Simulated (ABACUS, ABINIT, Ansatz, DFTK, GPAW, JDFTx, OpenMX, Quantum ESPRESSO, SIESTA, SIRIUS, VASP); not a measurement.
# KF: programs and potentials compared

```
K F
1.0
     0.00000    2.67185    2.67185
     2.67185    0.00000    2.67185
     2.67185    2.67185    0.00000
K F
1 1
Direct
  0.00000 0.00000 0.00000
  0.50000 0.50000 0.50000
```

Alike in all runs: task single point; functional PBE; k mesh 9 × 9 × 9; occupations fermi-dirac, width 0.05 eV; no spin polarisation; no spin-orbit coupling. Pressure is positive in compression and, in plane waves, holds the error of the finite cutoff, which Ansatz's Pulay term estimates and takes out.

```csv
program and potentials,plane-wave cutoff (eV),notes,pressure (GPa)
"SIRIUS, PseudoDojo 0.4.1 PBE standard (scalar relativistic)",1152,-,1.29
"SIESTA, files PseudoDojo sr-pbe-0.4.1-standard, DZP (energy shift 0.003 Ry; two zetas on semicore shells; d shell added on K)",-,atomic basis,0.87
"OpenMX, OpenMX 2013 PBE set, K10.0-s3p2d1, F6.0-s2p2d1, grid cutoff 400 Ry",-,atomic basis,1.26
"VASP, PBE PAW files F, K_sv, 520 eV",520,-,1.42
"Quantum ESPRESSO, SSSP 1.3 efficiency PBE",816,-,1.35
"Ansatz, Ansatz PAW (earlier soft set)",420,Pulay term of +0.17 GPa included,1.38
"Ansatz, all-electron LAPW, scalar-relativistic",-,-,1.38
"ABINIT, JTH PAW PBE v2.0",626,-,1.46
"ABACUS, PseudoDojo NC SR 0.4.1 PBE standard, plane waves",1143,-,1.28
"GPAW, GPAW PAW data sets (gpaw-data 1.2.1)",800,-,0.57
"JDFTx, PseudoDojo-SR-PBE-0.5-standard",1143,-,1.29
"DFTK, PseudoDojo SR PBE 0.4.1 standard (PBE)",1143,-,1.29
```

The pressure spans 0.57 (GPAW, GPAW PAW data sets (gpaw-data 1.2.1)) to 1.46 GPa (ABINIT, JTH PAW PBE v2.0), with all-electron results at 1.38. Rows in atomic bases carry the error of their basis and grid, which can be large.

The functional is the same throughout but for its coding, so the spread measures potentials, basis and numerics; runs on potential files found faulty are left out.
